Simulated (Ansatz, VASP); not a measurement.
# Cross-check of Al2O3 (Corundum) between VASP and Ansatz, part 2 of 2

Wanted: the spread between two codes on one cell, functional and k mesh. The cell is taken from a series of runs on this material, whose earlier steps may have relaxed, scaled, displaced or heated it; both programs get it as it stands.

VASP 6.6.1 and Ansatz 0.2.0.

So far: Starting point; Ansatz: single point, PBE0.

## Step 3: VASP: single point, PBE0

Level of this step: PBE0; plane waves and PAW (Al, O) (VASP).

The same cell, functional and mesh now go to VASP, with its own data sets.

Lines of VASP's logs that name or quote its potential files are left out, and so is its time.

The run reads the wave functions of an earlier VASP run, which isn't shown here.

The input, INCAR:

```
SYSTEM = Al2O3
PREC = Accurate
ENCUT = 520
EDIFF = 1E-06
NELM = 100
ISMEAR = 0
SIGMA = 0.01
LREAL = .FALSE.
ALGO = Normal
LHFCALC = .TRUE.
AEXX = 0.25
GGA = PE
LASPH = .TRUE.
NBANDS = 34
PRECFOCK = Fast
LORBIT = 11
LWAVE = .FALSE.
LCHARG = .FALSE.
KPAR = 8
ISIF = 2
```

The input, POSCAR:

```
Al2O3
1.0
    2.3802500000      1.3742379782      4.3318666667
   -2.3802500000      1.3742379782      4.3318666667
    0.0000000000     -2.7484759565      4.3318666667
Al O
4 6
Direct
    0.3521600000      0.3521600000      0.3521600000
    0.1478400000      0.1478400000      0.1478400000
    0.6478400000      0.6478400000      0.6478400000
    0.8521600000      0.8521600000      0.8521600000
    0.5566800000      0.9433200000      0.2500000000
    0.2500000000      0.5566800000      0.9433200000
    0.9433200000      0.2500000000      0.5566800000
    0.4433200000      0.0566800000      0.7500000000
    0.7500000000      0.4433200000      0.0566800000
    0.0566800000      0.7500000000      0.4433200000
```

The input, KPOINTS:

```
Automatic mesh
0
Gamma
4 4 4
0 0 0
```

PAW data sets: Al and O (PBE family, release 64).

The run is started by

```bash
mpirun -np 8 vasp_std
```

Numbers of over 12 decimals in the logs are rounded to 6 here.

The program printed:

```text
[banner, memory and clock lines left out]
running    8 mpi-ranks, on    1 nodes
 distrk:  each k-point on    1 cores,    8 groups
 distr:  one band on    1 cores,    1 groups

 POSCAR found type information on POSCAR AlO
 POSCAR found :  2 types and      10 ions
|                                                                             |
|           W    W    AA    RRRRR   N    N  II  N    N   GGGG   !!!           |
|           W    W   A  A   R    R  NN   N  II  NN   N  G    G  !!!           |
|           W    W  A    A  R    R  N N  N  II  N N  N  G       !!!           |
|           W WW W  AAAAAA  RRRRR   N  N N  II  N  N N  G  GGG   !            |
|           WW  WW  A    A  R   R   N   NN  II  N   NN  G    G                |
|           W    W  A    A  R    R  N    N  II  N    N   GGGG   !!!           |
|                                                                             |
|     For optimal performance we recommend to set                             |
|       NCORE = 2 up to number-of-cores-per-socket                            |
|     NCORE specifies how many cores store one orbital (NPAR=cpu/NCORE).      |
|     This setting can greatly improve the performance of VASP for DFT.       |
|     The default, NCORE=1 might be grossly inefficient on modern             |
|     multi-core architectures or massively parallel machines. Do your        |
|     Unfortunately you need to use the default for GW and RPA                |
|     calculations (for HF NCORE is supported but not extensively tested      |
|     yet).                                                                   |
|                                                                             |

 LDA part: xc-table for (Slater+PW92), standard interpolation
 found WAVECAR, reading the header
 POSCAR, INCAR and KPOINTS ok, starting setup
 FFT: planning ... GRIDC
 FFT: planning ... GRID_SOFT
 FFT: planning ... GRID
 reading WAVECAR
 the WAVECAR file was read successfully
 initial charge from wavefunction
 entering main loop
       N       E                     dE             d eps       ncg     rms          rms(c)
DAV:   1    -0.948262093234E+02   -0.94826E+02   -0.20443E+00  1144   0.782E+00    0.146E+01
DAV:   2    -0.948467868289E+02   -0.20578E-01   -0.59162E-02  1132   0.131E+00    0.107E+01
DAV:   3    -0.948429808003E+02    0.38060E-02   -0.33067E-03  1092   0.315E-01    0.686E+00
DAV:   4    -0.948418739182E+02    0.11069E-02   -0.85983E-04  1100   0.152E-01    0.415E+00
DAV:   5    -0.948415098403E+02    0.36408E-03   -0.12377E-04  1110   0.697E-02    0.247E+00
DAV:   6    -0.948413788189E+02    0.13102E-03   -0.44990E-05  1080   0.494E-02    0.145E+00
DAV:   7    -0.948413364530E+02    0.42366E-04   -0.15871E-05  1088   0.292E-02    0.849E-01
DAV:   8    -0.948413226391E+02    0.13814E-04   -0.47529E-06  1102   0.150E-02    0.493E-01
DAV:   9    -0.948413182492E+02    0.43899E-05   -0.15546E-06   750   0.852E-03    0.291E-01
DAV:  10    -0.948413169725E+02    0.12767E-05   -0.79076E-07   574   0.638E-03    0.168E-01
DAV:  11    -0.948413166771E+02    0.29538E-06   -0.25270E-07   550   0.352E-03
   1 F= -.94841317E+02 E0= -.94841317E+02  d E =-.684414E-13
```

OUTCAR, selected parts (step 3):

```text
ion  position               nearest neighbor table
   1  0.352  0.352  0.352-   9 1.85  10 1.85   8 1.85   7 1.97   5 1.97   6 1.97   2 2.66   3 2.79
                             3 2.79   3 2.79   2 3.22   2 3.22   2 3.22
   2  0.148  0.148  0.148-  10 1.85   9 1.85   8 1.85   6 1.97   5 1.97   7 1.97   1 2.66   4 2.79
                             4 2.79   4 2.79   1 3.22   1 3.22   1 3.22
   3  0.648  0.648  0.648-   6 1.85   7 1.85   5 1.85  10 1.97   8 1.97   9 1.97   4 2.66   1 2.79
                             1 2.79   1 2.79   4 3.22   4 3.22   4 3.22
   4  0.852  0.852  0.852-   7 1.85   6 1.85   5 1.85   9 1.97   8 1.97  10 1.97   3 2.66   2 2.79
                             2 2.79   2 2.79   3 3.22   3 3.22   3 3.22
   5  0.557  0.943  0.250-   3 1.85   4 1.85   1 1.97   2 1.97
   6  0.250  0.557  0.943-   3 1.85   4 1.85   2 1.97   1 1.97
   7  0.943  0.250  0.557-   4 1.85   3 1.85   1 1.97   2 1.97
   8  0.443  0.057  0.750-   1 1.85   2 1.85   3 1.97   4 1.97
   9  0.750  0.443  0.057-   1 1.85   2 1.85   4 1.97   3 1.97
  10  0.057  0.750  0.443-   2 1.85   1 1.85   3 1.97   4 1.97

  LATTYP: Found a trigonal (rhomboedric) cell.
 ALAT       =     5.1302230849
 COS(alpha) =     0.5694707703

 Subroutine GETGRP returns: Found 12 space group operations
 (whereof  6 operations were pure point group operations)

The static configuration has the point symmetry S_6 .
 The point group associated with its full space group is D_3d.

 Found     13 irreducible k-points:

   k-points           NKPTS =     13   k-points in BZ     NKDIM =     64   number of bands    NBANDS=     34

   dimension x,y,z NGX =    40 NGY =   40 NGZ =   40
   dimension x,y,z NGXF=    80 NGYF=   80 NGZF=   80

   ENCUT  =  520.0 eV  38.22 Ry    6.18 a.u.   9.54  9.54  9.54*2*pi/ulx,y,z

   NELECT =      48.0000    total number of electrons

 k-points in reciprocal lattice and weights: Automatic mesh
   0.00000000  0.00000000  0.00000000       0.016
   0.25000000  0.00000000 -0.00000000       0.094
   0.50000000  0.00000000 -0.00000000       0.047
   0.25000000  0.25000000 -0.00000000       0.094
   0.50000000  0.25000000  0.00000000       0.188
  -0.25000000  0.25000000  0.00000000       0.094
   0.50000000  0.50000000 -0.00000000       0.047
   0.25000000  0.25000000  0.25000000       0.031
   0.50000000  0.25000000  0.25000000       0.094
  -0.25000000  0.25000000  0.25000000       0.094
   0.50000000  0.50000000  0.25000000       0.094
  -0.25000000  0.50000000  0.25000000       0.094
   0.50000000  0.50000000  0.50000000       0.016

  exchange ACFDT corr.  =         0.00000000  see jH, gK, PRB 81, 115126

 average (electrostatic) potential at core
       1 -67.1885       2 -67.1885       3 -67.1885       4 -67.1885       5 -60.4724
       6 -60.4724       7 -60.4724       8 -60.4724       9 -60.4724      10 -60.4724

 E-fermi :   4.5089

 k-point     1 :       0.0000    0.0000    0.0000
  band No.  band energies     occupation
    ...
     20       3.8677      2.00000
     21       3.8677      2.00000
     22       4.4045      2.00000
     23       4.4045      2.00000
     24       4.4631      2.00000
     25      13.2862      0.00000
     26      16.2732      0.00000
     27      18.0622      0.00000
     28      18.8075      0.00000
     29      18.8075      0.00000
    ...

 k-point     2 :       0.2500    0.0000   -0.0000
  band No.  band energies     occupation
    ...
     20       3.0764      2.00000
     21       3.5918      2.00000
     22       3.9437      2.00000
     23       4.2754      2.00000
     24       4.3274      2.00000
     25      14.6001      0.00000
     26      17.2882      0.00000
     27      17.3534      0.00000
     28      18.0178      0.00000
     29      18.2512      0.00000
    ...

 k-point     3 :       0.5000    0.0000   -0.0000
  band No.  band energies     occupation
    ...
     20       3.0638      2.00000
     21       3.4297      2.00000
     22       3.4297      2.00000
     23       4.1311      2.00000
     24       4.1311      2.00000
     25      16.6842      0.00000
     26      16.6842      0.00000
     27      16.8696      0.00000
     28      16.8696      0.00000
     29      19.0484      0.00000
    ...

  Total       -0.5108744     -0.5108744     -0.5402007      0.0000000      0.0000000      0.0000000
  in kB       -9.6275078     -9.6275078    -10.1801666      0.0000000      0.0000000      0.0000000
  external PRESSURE =      -9.8117274 kB  Pullay stress =       0.0000000 kB

  energy-cutoff  :      520.00
  volume of cell :       85.02
      direct lattice vectors                 reciprocal lattice vectors
     2.380250000  1.374237978  4.331866667     0.210061968  0.121279334  0.076949121
    -2.380250000  1.374237978  4.331866667    -0.210061968  0.121279334  0.076949121
     0.000000000 -2.748475957  4.331866667     0.000000000 -0.242558668  0.076949121

 POSITION                                       TOTAL-FORCE (eV/Angst)
 -----------------------------------------------------------------------------------
      0.00000     -0.00000      4.57653         0.000000      0.000000     -0.051308
      0.00000     -0.00000      1.92127         0.000000     -0.000000      0.051308
      0.00000     -0.00000      8.41907         0.000000     -0.000000      0.051308
      0.00000     -0.00000     11.07433         0.000000      0.000000     -0.051308
     -0.92030      1.37424      7.58077        -0.062359      0.000000      0.000000
     -0.72998     -1.48412      7.58077         0.031179     -0.054004      0.000000
      1.65027      0.10988      7.58077         0.031179      0.054004      0.000000
      0.92030     -1.37424      5.41483         0.062359      0.000000      0.000000
      0.72998      1.48412      5.41483        -0.031179      0.054004      0.000000
     -1.65027     -0.10988      5.41483        -0.031179     -0.054004      0.000000
 -----------------------------------------------------------------------------------
    total drift:                                0.000000     -0.000000     -0.000000

  FREE ENERGIE OF THE ION-ELECTRON SYSTEM (eV)
  ---------------------------------------------------
  free  energy   TOTEN  =       -94.8413166771 eV

  energy  without entropy=      -94.8413166771  energy(sigma->0) =      -94.84131668

 total charge
# of ion       s       p       d       tot
------------------------------------------
    1        0.350   0.409   0.000   0.759
    2        0.350   0.409   0.000   0.759
    3        0.350   0.409   0.000   0.759
    4        0.350   0.409   0.000   0.759
    5        1.553   3.671   0.000   5.224
    6        1.553   3.671   0.000   5.224
    7        1.553   3.671   0.000   5.224
    8        1.553   3.671   0.000   5.224
    9        1.553   3.671   0.000   5.224
   10        1.553   3.671   0.000   5.224
--------------------------------------------------
tot         10.718  23.661   0.000  34.379

[... 3 further parts left out ...]
```

The run ends at a pressure of -0.98 GPa, with forces up to 0.062 eV/Å.

## Step 4: Comparison

Known differences besides the potentials themselves: exact exchange at q = 0 is treated differently, which shows on coarse meshes; VASP keeps PBE cores, Ansatz makes them for the functional; fixed occupations in Ansatz, narrow Gaussian smearing in VASP; the cutoff is 420 eV in Ansatz and 520 eV in VASP; VASP takes a coarser grid for exact exchange (PRECFOCK = Fast). Total energies have different zeros and are not compared.

The two programs side by side:

| quantity | Ansatz | VASP | difference |
| --- | --- | --- | --- |
| gap on the k mesh (eV) | 8.831 | 8.823 | +0.008 |

A gap on the mesh is an upper bound, since the band edges may lie between its points.

## Step 5: What came out

```
difference in gap on the k mesh (single point, PBE0) : 0.0080 eV
```

The difference in gap on the k mesh is 0.0080 eV (single point, PBE0), within the 0.08 eV picked in this series as the mark of a large difference. Such differences can come from data sets, numerical settings and the points named under the comparisons, not from the functional's error against experiment.

[Lines on the potential files, build, host, timing and source positions are cut from VASP's logs without a mark.]

[Logs are printed without paths, hosts, clocks, repeated set-up lines and the standing remarks that a program may print on its own settings, such as how far it seeks lower states.]

[Hosts, paths, dates, database ids (printed as entryN), source tags and the programs' standing remarks are cut or masked in the printed files.]
